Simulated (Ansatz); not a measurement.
Born–Oppenheimer molecular dynamics of a periodic cell of 24 atoms, MgO (surface MgO(111)). It goes on from the last frame of an earlier run, with new velocities.

Method: DFT PBEsol, scalar-relativistic, plane waves, PAW (Ansatz). Settings: PAW set soft_1, cutoff 420 eV, k mesh 2x2x1, fermi-dirac smearing 0.02 eV, no spin polarisation.

- ensemble: NVT, Langevin thermostat
- time step: 1.5 fs
- steps asked: 260
- set temperature: 1350 K
- friction: 0.005 /fs
- atoms held: 1 to 8
- seed: 34791

Frames 3 fs apart, positions in Å, forces in eV/Å.

Velocities at 15 fs (Å/ps):

```
Mg 0.00 0.00 0.00
O 0.00 0.00 0.00
Mg 0.00 0.00 0.00
O 0.00 0.00 0.00
Mg 0.00 0.00 0.00
O 0.00 0.00 0.00
Mg 0.00 0.00 0.00
O 0.00 0.00 0.00
Mg -3.91 8.14 1.11
O 3.23 5.55 6.53
Mg 6.17 5.70 7.56
O 0.83 -1.84 -0.14
Mg -7.20 6.58 0.65
O -16.05 2.94 -8.54
Mg -1.44 0.88 7.09
O -2.98 -5.49 -4.25
Mg -2.22 -0.83 9.14
O 10.13 10.07 17.94
Mg 3.12 -2.23 5.32
O 6.48 -4.92 12.51
Mg -1.81 12.60 -11.43
O -14.23 8.78 -8.96
Mg 6.19 -4.00 3.47
O 12.26 2.84 -8.60
```

```xyz
24
Lattice="5.5013 0.0000 0.0000 2.7506 4.7643 0.0000 0.0000 0.0000 16.6147" Properties=species:S:1:pos:R:3:forces:R:3 time_fs=15 energy_less_start_eV=-0.107 T=1250
Mg 0.000 0.000 1.000 -0.13 -0.25 -0.10
O 4.126 3.970 2.123 -0.21 -0.25 0.15
Mg 1.375 2.382 1.000 0.04 0.22 -0.05
O 2.751 1.588 2.123 0.04 0.45 0.25
Mg 2.751 0.000 1.000 0.21 -0.12 0.17
O 6.877 3.970 2.123 0.45 -0.33 0.52
Mg 4.126 2.382 1.000 -0.08 0.13 0.20
O 5.501 1.588 2.123 0.68 0.06 1.01
Mg 5.690 3.103 3.780 -1.40 2.09 -0.80
O 6.795 2.046 4.846 1.41 1.59 1.23
Mg 4.461 0.889 3.632 -2.36 -2.32 0.08
O 5.483 0.040 5.061 0.56 -2.33 0.00
Mg 2.745 2.937 3.871 0.76 1.63 0.14
O 4.238 2.300 4.790 -0.06 1.72 1.14
Mg 1.460 0.718 3.416 0.49 -1.20 0.49
O 2.914 0.109 4.493 -0.10 -1.24 -0.27
Mg 2.183 0.629 6.178 -0.01 -0.54 -0.38
O 3.233 1.662 7.972 0.94 -1.65 -0.75
Mg 4.627 4.437 8.789 -0.18 -0.10 -1.36
O 5.726 3.878 7.344 0.36 -0.66 -0.35
Mg 5.354 2.091 6.534 -1.01 -0.55 -0.83
O 0.934 0.904 7.710 -1.46 0.17 -0.42
Mg 7.555 3.697 6.894 1.49 1.12 -0.51
O 3.221 2.913 8.491 -0.42 2.39 0.43
24
Lattice="5.5013 0.0000 0.0000 2.7506 4.7643 0.0000 0.0000 0.0000 16.6147" Properties=species:S:1:pos:R:3:forces:R:3 time_fs=18 energy_less_start_eV=-0.221 T=1159
Mg 0.000 0.000 1.000 -0.12 -0.23 0.01
O 4.126 3.970 2.123 -0.20 -0.20 0.09
Mg 1.375 2.382 1.000 0.04 0.19 0.05
O 2.751 1.588 2.123 -0.04 0.42 0.16
Mg 2.751 0.000 1.000 0.20 -0.10 0.28
O 6.877 3.970 2.123 0.45 -0.33 0.46
Mg 4.126 2.382 1.000 -0.08 0.11 0.31
O 5.501 1.588 2.123 0.67 0.05 1.03
Mg 5.674 3.130 3.782 -1.28 1.32 -0.90
O 6.807 2.068 4.867 0.87 1.48 1.07
Mg 4.472 0.901 3.653 -2.51 -2.45 -0.10
O 5.490 0.025 5.057 0.57 -2.02 -0.05
Mg 2.724 2.959 3.873 0.57 1.69 -0.17
O 4.189 2.313 4.765 0.70 1.66 1.58
Mg 1.456 0.715 3.437 0.46 -0.99 0.34
O 2.906 0.089 4.481 -0.08 -0.67 0.35
Mg 2.176 0.628 6.202 0.12 -0.58 -0.74
O 3.267 1.689 8.018 0.69 -3.11 -1.21
Mg 4.638 4.431 8.800 -0.47 0.36 -1.55
O 5.746 3.863 7.376 0.29 -0.30 -0.49
Mg 5.348 2.128 6.500 -0.96 -0.76 -0.84
O 0.889 0.926 7.685 -0.78 -0.36 0.05
Mg 7.575 3.688 6.902 1.34 1.27 -0.63
O 3.255 2.927 8.470 -0.45 3.56 0.90
24
Lattice="5.5013 0.0000 0.0000 2.7506 4.7643 0.0000 0.0000 0.0000 16.6147" Properties=species:S:1:pos:R:3:forces:R:3 time_fs=21 energy_less_start_eV=-0.399 T=1256
Mg 0.000 0.000 1.000 -0.12 -0.20 0.10
O 4.126 3.970 2.123 -0.19 -0.17 0.03
Mg 1.375 2.382 1.000 0.03 0.17 0.16
O 2.751 1.588 2.123 -0.10 0.38 0.06
Mg 2.751 0.000 1.000 0.20 -0.08 0.38
O 6.877 3.970 2.123 0.44 -0.33 0.38
Mg 4.126 2.382 1.000 -0.07 0.09 0.41
O 5.501 1.588 2.123 0.62 0.01 1.08
Mg 5.648 3.155 3.781 -0.99 0.36 -1.09
O 6.824 2.098 4.889 0.28 1.21 0.86
Mg 4.473 0.901 3.676 -2.52 -2.30 -0.20
O 5.495 -0.004 5.052 0.59 -1.53 -0.13
Mg 2.705 2.982 3.872 0.31 1.69 -0.48
O 4.147 2.337 4.744 1.43 1.25 1.85
Mg 1.451 0.707 3.457 0.37 -0.65 0.26
O 2.899 0.068 4.468 -0.07 0.06 0.95
Mg 2.166 0.626 6.223 0.22 -0.57 -0.97
O 3.306 1.703 8.055 0.44 -3.22 -1.17
Mg 4.648 4.422 8.805 -0.60 0.69 -1.59
O 5.769 3.851 7.402 0.21 -0.01 -0.64
Mg 5.341 2.162 6.461 -0.85 -0.86 -0.69
O 0.842 0.944 7.662 -0.25 -0.71 0.30
Mg 7.598 3.683 6.905 1.18 1.35 -0.70
O 3.289 2.959 8.453 -0.53 3.36 0.84
24
Lattice="5.5013 0.0000 0.0000 2.7506 4.7643 0.0000 0.0000 0.0000 16.6147" Properties=species:S:1:pos:R:3:forces:R:3 time_fs=24 energy_less_start_eV=-0.582 T=1247
Mg 0.000 0.000 1.000 -0.10 -0.17 0.19
O 4.126 3.970 2.123 -0.19 -0.14 0.00
Mg 1.375 2.382 1.000 0.01 0.13 0.27
O 2.751 1.588 2.123 -0.14 0.34 -0.03
Mg 2.751 0.000 1.000 0.18 -0.06 0.47
O 6.877 3.970 2.123 0.44 -0.32 0.31
Mg 4.126 2.382 1.000 -0.06 0.07 0.49
O 5.501 1.588 2.123 0.57 -0.03 1.11
Mg 5.618 3.184 3.778 -0.64 -0.90 -1.40
O 6.845 2.130 4.916 -0.22 0.90 0.57
Mg 4.470 0.893 3.694 -2.49 -1.86 -0.13
O 5.507 -0.038 5.046 0.57 -0.89 -0.24
Mg 2.691 3.010 3.865 -0.06 1.55 -0.77
O 4.112 2.372 4.730 2.12 0.51 1.90
Mg 1.452 0.694 3.482 0.13 -0.17 0.12
O 2.895 0.048 4.451 0.06 1.03 1.64
Mg 2.157 0.619 6.240 0.29 -0.50 -1.09
O 3.340 1.700 8.083 0.22 -1.84 -0.76
Mg 4.653 4.412 8.805 -0.55 0.97 -1.53
O 5.789 3.841 7.419 0.16 0.22 -0.80
Mg 5.332 2.188 6.417 -0.70 -0.85 -0.39
O 0.795 0.956 7.637 0.12 -0.95 0.43
Mg 7.624 3.685 6.906 0.96 1.36 -0.71
O 3.319 3.009 8.437 -0.68 1.60 0.37
24
Lattice="5.5013 0.0000 0.0000 2.7506 4.7643 0.0000 0.0000 0.0000 16.6147" Properties=species:S:1:pos:R:3:forces:R:3 time_fs=27 energy_less_start_eV=-0.603 T=1232
Mg 0.000 0.000 1.000 -0.08 -0.14 0.25
O 4.126 3.970 2.123 -0.18 -0.12 0.03
Mg 1.375 2.382 1.000 0.00 0.10 0.36
O 2.751 1.588 2.123 -0.16 0.31 -0.09
Mg 2.751 0.000 1.000 0.16 -0.04 0.53
O 6.877 3.970 2.123 0.43 -0.29 0.27
Mg 4.126 2.382 1.000 -0.05 0.06 0.55
O 5.501 1.588 2.123 0.50 -0.06 1.14
Mg 5.584 3.210 3.775 -0.28 -2.07 -1.75
O 6.866 2.167 4.942 -0.60 0.58 0.31
Mg 4.463 0.879 3.707 -2.45 -1.30 -0.02
O 5.525 -0.071 5.033 0.54 -0.21 -0.31
Mg 2.686 3.042 3.855 -0.46 1.27 -1.03
O 4.083 2.407 4.729 2.68 -0.32 1.78
Mg 1.457 0.684 3.511 -0.23 0.34 -0.09
O 2.889 0.033 4.441 0.34 1.90 2.26
Mg 2.147 0.616 6.254 0.35 -0.41 -1.12
O 3.373 1.691 8.107 0.02 -0.30 -0.45
Mg 4.655 4.409 8.797 -0.37 1.24 -1.34
O 5.806 3.839 7.433 0.20 0.32 -1.02
Mg 5.326 2.214 6.371 -0.53 -0.80 0.03
O 0.749 0.958 7.615 0.35 -1.03 0.42
Mg 7.651 3.691 6.906 0.68 1.36 -0.73
O 3.339 3.066 8.419 -0.87 -0.39 0.02
24
Lattice="5.5013 0.0000 0.0000 2.7506 4.7643 0.0000 0.0000 0.0000 16.6147" Properties=species:S:1:pos:R:3:forces:R:3 time_fs=30 energy_less_start_eV=-0.560 T=1202
Mg 0.000 0.000 1.000 -0.06 -0.12 0.27
O 4.126 3.970 2.123 -0.17 -0.08 0.14
Mg 1.375 2.382 1.000 -0.01 0.08 0.40
O 2.751 1.588 2.123 -0.16 0.29 -0.09
Mg 2.751 0.000 1.000 0.14 -0.03 0.52
O 6.877 3.970 2.123 0.42 -0.26 0.32
Mg 4.126 2.382 1.000 -0.04 0.05 0.56
O 5.501 1.588 2.123 0.43 -0.08 1.19
Mg 5.546 3.230 3.762 0.08 -2.60 -1.91
O 6.888 2.208 4.968 -0.88 0.27 0.05
Mg 4.447 0.862 3.714 -2.27 -0.75 0.08
O 5.550 -0.101 5.017 0.46 0.52 -0.38
Mg 2.681 3.076 3.842 -0.66 0.80 -1.16
O 4.067 2.443 4.739 2.86 -1.00 1.49
Mg 1.462 0.683 3.537 -0.57 0.77 -0.27
O 2.885 0.031 4.447 0.59 2.13 2.50
Mg 2.137 0.616 6.259 0.41 -0.31 -1.05
O 3.405 1.681 8.130 -0.17 0.75 -0.34
Mg 4.657 4.407 8.784 -0.14 1.51 -1.09
O 5.823 3.846 7.441 0.25 0.30 -1.21
Mg 5.321 2.238 6.327 -0.30 -0.72 0.49
O 0.710 0.950 7.590 0.46 -1.02 0.39
Mg 7.681 3.702 6.908 0.32 1.40 -0.84
O 3.350 3.116 8.395 -0.99 -1.89 -0.06
24
Lattice="5.5013 0.0000 0.0000 2.7506 4.7643 0.0000 0.0000 0.0000 16.6147" Properties=species:S:1:pos:R:3:forces:R:3 time_fs=33 energy_less_start_eV=-0.549 T=1298
Mg 0.000 0.000 1.000 -0.04 -0.10 0.25
O 4.126 3.970 2.123 -0.16 -0.04 0.34
Mg 1.375 2.382 1.000 -0.01 0.07 0.39
O 2.751 1.588 2.123 -0.15 0.27 -0.02
Mg 2.751 0.000 1.000 0.12 -0.02 0.47
O 6.877 3.970 2.123 0.39 -0.22 0.45
Mg 4.126 2.382 1.000 -0.05 0.04 0.51
O 5.501 1.588 2.123 0.36 -0.09 1.25
Mg 5.505 3.246 3.744 0.51 -2.48 -1.84
O 6.908 2.254 4.999 -1.00 -0.04 -0.27
Mg 4.421 0.845 3.718 -1.89 -0.29 0.11
O 5.578 -0.133 5.004 0.33 1.38 -0.42
Mg 2.680 3.118 3.824 -0.66 0.02 -1.11
O 4.066 2.472 4.752 2.54 -1.40 1.01
Mg 1.463 0.684 3.564 -0.81 1.17 -0.41
O 2.883 0.043 4.468 0.68 1.68 2.32
Mg 2.129 0.612 6.255 0.43 -0.14 -0.87
O 3.431 1.672 8.147 -0.31 1.39 -0.34
Mg 4.660 4.410 8.763 0.05 1.71 -0.80
O 5.842 3.860 7.442 0.25 0.21 -1.35
Mg 5.318 2.255 6.287 -0.03 -0.61 0.96
O 0.677 0.937 7.566 0.51 -0.99 0.33
Mg 7.712 3.722 6.905 -0.06 1.40 -1.00
O 3.358 3.156 8.369 -1.01 -2.89 0.04
24
Lattice="5.5013 0.0000 0.0000 2.7506 4.7643 0.0000 0.0000 0.0000 16.6147" Properties=species:S:1:pos:R:3:forces:R:3 time_fs=36 energy_less_start_eV=-0.570 T=1222
Mg 0.000 0.000 1.000 -0.03 -0.09 0.19
O 4.126 3.970 2.123 -0.16 -0.01 0.55
Mg 1.375 2.382 1.000 0.00 0.05 0.35
O 2.751 1.588 2.123 -0.14 0.26 0.08
Mg 2.751 0.000 1.000 0.11 0.00 0.39
O 6.877 3.970 2.123 0.35 -0.18 0.62
Mg 4.126 2.382 1.000 -0.06 0.02 0.43
O 5.501 1.588 2.123 0.28 -0.09 1.34
Mg 5.462 3.256 3.720 1.00 -1.82 -1.56
O 6.928 2.298 5.028 -1.03 -0.28 -0.54
Mg 4.385 0.832 3.725 -1.37 0.11 0.03
O 5.611 -0.155 4.990 0.14 2.13 -0.40
Mg 2.678 3.162 3.800 -0.52 -0.87 -0.95
O 4.076 2.494 4.769 1.88 -1.56 0.43
Mg 1.456 0.693 3.588 -0.84 1.45 -0.50
O 2.881 0.064 4.501 0.56 0.74 1.77
Mg 2.119 0.604 6.247 0.44 0.06 -0.63
O 3.453 1.668 8.159 -0.40 1.71 -0.35
Mg 4.660 4.419 8.739 0.22 1.81 -0.60
O 5.862 3.875 7.437 0.19 0.14 -1.35
Mg 5.320 2.268 6.256 0.23 -0.52 1.37
O 0.646 0.915 7.540 0.55 -0.95 0.28
Mg 7.745 3.745 6.896 -0.44 1.39 -1.15
O 3.365 3.179 8.345 -0.97 -3.48 0.19
24
Lattice="5.5013 0.0000 0.0000 2.7506 4.7643 0.0000 0.0000 0.0000 16.6147" Properties=species:S:1:pos:R:3:forces:R:3 time_fs=39 energy_less_start_eV=-0.608 T=1160
Mg 0.000 0.000 1.000 -0.03 -0.07 0.11
O 4.126 3.970 2.123 -0.17 0.04 0.74
Mg 1.375 2.382 1.000 0.01 0.05 0.26
O 2.751 1.588 2.123 -0.13 0.25 0.21
Mg 2.751 0.000 1.000 0.10 0.02 0.29
O 6.877 3.970 2.123 0.30 -0.14 0.82
Mg 4.126 2.382 1.000 -0.07 0.00 0.32
O 5.501 1.588 2.123 0.21 -0.09 1.42
Mg 5.425 3.258 3.694 1.36 -1.10 -1.22
O 6.941 2.335 5.052 -0.91 -0.44 -0.82
Mg 4.344 0.817 3.731 -0.78 0.53 -0.10
O 5.641 -0.168 4.976 -0.06 2.65 -0.38
Mg 2.674 3.203 3.772 -0.34 -1.64 -0.74
O 4.090 2.509 4.786 1.15 -1.61 -0.12
Mg 1.444 0.710 3.604 -0.73 1.54 -0.50
O 2.874 0.088 4.536 0.30 -0.22 1.04
Mg 2.115 0.596 6.236 0.34 0.26 -0.27
O 3.470 1.671 8.167 -0.44 1.77 -0.35
Mg 4.659 4.430 8.716 0.31 1.76 -0.54
O 5.880 3.889 7.421 0.05 0.10 -1.20
Mg 5.325 2.277 6.233 0.45 -0.47 1.72
O 0.612 0.888 7.518 0.64 -0.90 0.22
Mg 7.775 3.770 6.881 -0.75 1.38 -1.27
O 3.370 3.185 8.320 -0.82 -3.67 0.38
```

Of the whole run (390 fs, mean temperature of the second half 1502 K): The mean temperature of the second half is 11 % above the set value. A run of 0.39 ps of so small a system gives no equilibrium averages. Limits of this set-up: coarse k mesh, thin slab, slab without dipole correction, PAW files made for another functional.

The run took 25 min on 2 threads of Intel(R) Xeon(R) Platinum 8488C (Sapphire Rapids), on a shared host, peak memory 1.1 GiB.
